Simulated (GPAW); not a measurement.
# BeTe (F-43m) in GPAW: further runs, part 2 of 2

GPAW 26.7.0.

## (6) Relaxation of cell and atoms, RPBE+D3(BJ)

run.py

```python
from ase.calculators.mixing import SumCalculator
from ase.filters import FrechetCellFilter
from ase.io import read, write
from ase.optimize import BFGS
from dftd3.ase import DFTD3
from gpaw import GPAW, PW

atoms = read('POSCAR')

calc = GPAW(mode=PW(800),
            xc='RPBE',
            kpts={'size': (8, 8, 8), 'gamma': True},
            occupations={'name': 'fermi-dirac', 'width': 0.05},
            nbands=11,
            convergence={'density': 1e-05, 'forces': 0.0001},
            maxiter=150,
            txt='gpaw.txt')
atoms.calc = SumCalculator([calc, DFTD3(method='rpbe', damping='d3bj')])
opt = BFGS(FrechetCellFilter(atoms), trajectory='relax.traj', logfile='-')
done = opt.run(fmax=0.02, steps=40)
calc.write('gs.gpw')
write('result.traj', atoms)
print('Converged:', done)
print('Cell:', atoms.cell.cellpar().round(4))
print('Volume:', round(atoms.get_volume(), 4))
print(atoms.get_scaled_positions().round(5))
```

POSCAR

```
BeTe
1.0
    0.0000000000      2.7700000000      2.7700000000
    2.7700000000      0.0000000000      2.7700000000
    2.7700000000      2.7700000000      0.0000000000
Te Be
1 1
Direct
    0.7500000000      0.7500000000      0.7500000000
    0.0000000000      0.0000000000      0.0000000000
```

Potentials or basis: the program's PAW data sets (release 1.2.1) made for this functional, pw.

The run is started by

```
$ OMP_NUM_THREADS=1 python run.py
```

gpaw.txt:

```text
__  _  _
 | _ |_)|_||  |
 |__||  | ||/\| - 26.7.0

Input parameters:
  mode=PW(ecut=800.0),
  convergence={'density': 1e-05, 'forces': 0.0001},
  kpts=MonkhorstPack(size=(8, 8, 8), gamma=True),
  maxiter=150,
  nbands=11,
  occupations=Occupations(name='fermi-dirac', width=0.05),
  xc=XC(name='RPBE')

Diagonalizing LCAO Hamiltonian
Converting LCAO to pw mode

                    Te

       Be

Atoms  # Å, Bohr magnetons
|   | symbol |        x |        y |        z |    initial magnetic moments |
|---|--------|----------|----------|----------|-----------------------------|
| 0 |     Te | 4.155000 | 4.155000 | 4.155000 | ( 0.0000,  0.0000,  0.0000) |
| 1 |     Be | 0.000000 | 0.000000 | 0.000000 | ( 0.0000,  0.0000,  0.0000) |

Unit cell  # Å
| periodic |        x |        y |        z |  lengths |    angles |
|----------|----------|----------|----------|----------|-----------|
|      yes | 0.000000 | 2.770000 | 2.770000 | 3.917372 | 60.000000 |
|      yes | 2.770000 | 0.000000 | 2.770000 | 3.917372 | 60.000000 |
|      yes | 2.770000 | 2.770000 | 0.000000 | 3.917372 | 60.000000 |

Number of symmetries: 24
Symmetry operations  # r_c * U_cc + t_c -> r_c
|    | kind |            matrix            |
|----|------|------------------------------|
[... 493 lines left out ...]
|  3 |  C3  |  1, 0,-1,  0, 0,-1,  0, 1,-1 |
|  4 |  C3  |  1,-1, 0,  0,-1, 1,  0,-1, 0 |
|  5 |  σ   |  1,-1, 0,  0,-1, 0,  0,-1, 1 |
|  6 |  σ   |  0, 1, 0,  1, 0, 0,  0, 0, 1 |
|  7 |  C3  |  0, 1, 0,  0, 0, 1,  1, 0, 0 |
|  8 |  C2  |  0, 1,-1,  1, 0,-1,  0, 0,-1 |
[... 201 lines left out ...]
Stress tensor  # eV/Ang^3
|         x |         y |         z |
|-----------|-----------|-----------|
| -0.116854 | -0.000000 | -0.000000 |
| -0.000000 | -0.116854 | -0.000000 |
| -0.000000 | -0.000000 | -0.116854 |

Forces  # eV/Ang
|        x |        y |        z |
|----------|----------|----------|
| -0.00000 | -0.00000 | -0.00000 |  # Te   0
|  0.00000 |  0.00000 |  0.00000 |  # Be   1

Interpolating wave functions to new cell

                    Te

       Be

Atoms  # Å, Bohr magnetons
|   | symbol |        x |        y |        z |    initial magnetic moments |
|---|--------|----------|----------|----------|-----------------------------|
| 0 |     Te | 3.996703 | 3.996703 | 3.996703 | ( 0.0000,  0.0000,  0.0000) |
| 1 |     Be | 0.000000 | 0.000000 | 0.000000 | ( 0.0000,  0.0000,  0.0000) |

Unit cell  # Å
| periodic |        x |         y |         z |  lengths |    angles |
|----------|----------|-----------|-----------|----------|-----------|
|      yes | 0.000000 |  2.664469 |  2.664469 | 3.768128 | 60.000000 |
|      yes | 2.664469 | -0.000000 |  2.664469 | 3.768128 | 60.000000 |
|      yes | 2.664469 |  2.664469 | -0.000000 | 3.768128 | 60.000000 |

Number of symmetries: 24
Symmetry operations  # r_c * U_cc + t_c -> r_c
|    | kind |            matrix            |
|----|------|------------------------------|
|  0 |  E   |  1, 0, 0,  0, 1, 0,  0, 0, 1 |
|  1 |  σ   |  1, 0, 0,  0, 0, 1,  0, 1, 0 |
|  2 |  σ   |  1, 0,-1,  0, 1,-1,  0, 0,-1 |
|  3 |  C3  |  1, 0,-1,  0, 0,-1,  0, 1,-1 |
|  4 |  C3  |  1,-1, 0,  0,-1, 1,  0,-1, 0 |
|  5 |  σ   |  1,-1, 0,  0,-1, 0,  0,-1, 1 |
|  6 |  σ   |  0, 1, 0,  1, 0, 0,  0, 0, 1 |
|  7 |  C3  |  0, 1, 0,  0, 0, 1,  1, 0, 0 |
|  8 |  C2  |  0, 1,-1,  1, 0,-1,  0, 0,-1 |
[... 200 lines left out ...]
Stress tensor  # eV/Ang^3
|         x |         y |         z |
|-----------|-----------|-----------|
| -0.107565 | -0.000000 | -0.000000 |
| -0.000000 | -0.107565 | -0.000000 |
| -0.000000 | -0.000000 | -0.107565 |

Forces  # eV/Ang
|       x |        y |        z |
|---------|----------|----------|
| 0.00000 | -0.00000 | -0.00000 |  # Te   0
| 0.00000 |  0.00000 | -0.00000 |  # Be   1

# Writing to gs.gpw (mode='')
```

Wall time 39 s (1 thread of Arm Neoverse V2, shared host); peak memory 0.21 GiB.

Results:

| Item | Value |
| --- | --- |
| Free energy | -9.7995 eV |
| Relaxed volume | 18.92 Å³/atom |
| Relaxed cell | a = 3.768 Å, b = 3.768 Å, c = 3.768 Å, α = 60.00°, β = 60.00°, γ = 60.00° |
| Space group after relaxing (to 0.05 Å) | F-43m (No. 216) |
| Energy gained by relaxing | 57.0 meV/atom |
| Ionic steps | 4 |
| Pressure after relaxing | -0.1 GPa |
| Band gap on the k mesh | 1.58 eV, indirect (least direct gap 3.46 eV) |
| Dispersion energy per atom | -1.585 eV |

The path:
| step | energy change (eV) | largest force (eV/Å) | pressure (GPa) | volume (Å³) |
| --- | --- | --- | --- | --- |
| 1 | 0.0000 | 0.0000 | -7.04 | 42.51 |
| 2 | -0.0345 | 0.0000 | -6.07 | 41.67 |
| 3 | -0.1128 | 0.0000 | 0.89 | 37.36 |
| 4 | -0.1139 | 0.0000 | -0.08 | 37.83 |

Final structure:
```
Te Be
1.0
     0.00000    2.66447    2.66447
     2.66447    0.00000    2.66447
     2.66447    2.66447    0.00000
Te Be
1 1
Direct
  0.75000 0.75000 0.75000
  0.00000 0.00000 0.00000
```

Caveat: later steps reuse the first step's grids; spin-orbit coupling is left out, which moves the levels of the heavy elements; the volume moved by -11 % from the deposited cell, more than functionals usually miss. A k mesh can miss the band edges.

## (7) Overview

```csv
task,level,potentials or basis,cell,smearing,optimizer,fmax,max steps,convergence,gap on the mesh (eV),pressure (GPa),relaxed volume (Å³/atom)
single point,PBE,"GPAW PAW data sets (gpaw-data 1.2.1), pw",as given,gaussian 0.017 eV,-,-,-,-,1.86,4.4,-
single point,PBE,"GPAW PAW data sets (gpaw-data 1.2.1), pw",as given,gaussian 0.023 eV,-,-,-,-,1.86,4.4,-
single point,PBE,"GPAW PAW data sets (gpaw-data 1.2.1), pw",as given,gaussian 0.027 eV,-,-,-,-,1.86,4.4,-
relaxation of cell and atoms,PBEsol+D4,"PAW data sets generated in the run's folder for this functional, pw",relaxed,fermi-dirac 0.05 eV,LBFGS,0.02 eV/Å,40,density=1e-05 forces=0.0001,1.78,0.0,21.50
relaxation of cell and atoms,RPBE+D3(BJ),"the program's PAW data sets (release 1.2.1) made for this functional, pw",relaxed,fermi-dirac 0.05 eV,BFGS,0.02 eV/Å,40,density=1e-05 forces=0.0001,1.58,-0.1,18.92
```

Alike in all rows: no spin polarisation; k mesh 8 × 8 × 8; cutoff (eV) 800.

Caveats: spin-orbit coupling is left out, which moves the levels of the heavy elements; later steps reuse the first step's grids (some runs); the volume moved by -11 % from the deposited cell, more than functionals usually miss (some runs).

Absolute energies hang on the potentials; compare differences alone.
